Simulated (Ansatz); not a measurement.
Method: DFT PBE, scalar-relativistic, plane waves, PAW (Ansatz 0.2.0). Settings: cutoff 420 eV, Γ-centred meshes spaced at most about 0.3 Å⁻¹, and about 0.25 Å⁻¹ or finer for metals (2π included), Gaussian smearing. No spin polarisation.

All energies are static (0 K, no zero-point motion).

Compare these two cells of InGa₃As₄, each relaxed at this level.

A.

```xyz
8
Lattice="-2.9292 2.9292 5.8477 2.9292 -2.9292 5.8477 2.9292 2.9292 -5.8477" Properties=species:S:1:pos:R:3 pbc="T T T"
In    0.0000    0.0000    0.0000
Ga    0.0000    2.9292    2.9239
Ga    0.0000    0.0000    5.8477
Ga    2.9292    0.0000    2.9239
As    1.5363    1.5363    1.5173
As    1.3929   -1.3929    4.3304
As    1.3929    1.3929    7.3651
As   -1.3929    1.3929    4.3304
```

B.

```xyz
8
Lattice="4.1341 0.0000 0.0000 0.0000 4.1341 0.0000 0.0000 0.0000 11.7605" Properties=species:S:1:pos:R:3 pbc="T T T"
In    2.0670    2.0670    0.0000
Ga    0.0000    0.0000    8.7139
Ga    0.0000    0.0000    3.0466
Ga    2.0670    2.0670    5.8803
As    2.0670    0.0000    1.6431
As    0.0000    2.0670    4.4642
As    2.0670    0.0000    7.2964
As    0.0000    2.0670   10.1175
```

Question: Which placement of the atoms is lower in energy, and by how much?

Answer: They are level within the accuracy (4 meV/atom apart, with A the lower in these runs). The two share one framework of sites and differ in which element sits where. A has In and Ga ordered on zinc blende sites, space group I-42m (No. 121), 25.1 Å³/atom and no gap on its mesh; B has In and Ga ordered on zinc blende sites, space group P-4m2 (No. 115), 25.1 Å³/atom and no gap. Counting As atoms around Ga and In (those within 1.25 times the shortest such distance or 1.15 times the sum of covalent radii), A and B both have In 4, Ga 4. Both come from invented guesses.

For metals, differences of a few meV/atom aren't resolved. The zero gap of I-42m, P-4m2 may come from the functional, which often closes small gaps. Cells relaxed within their symmetry can be saddle points.
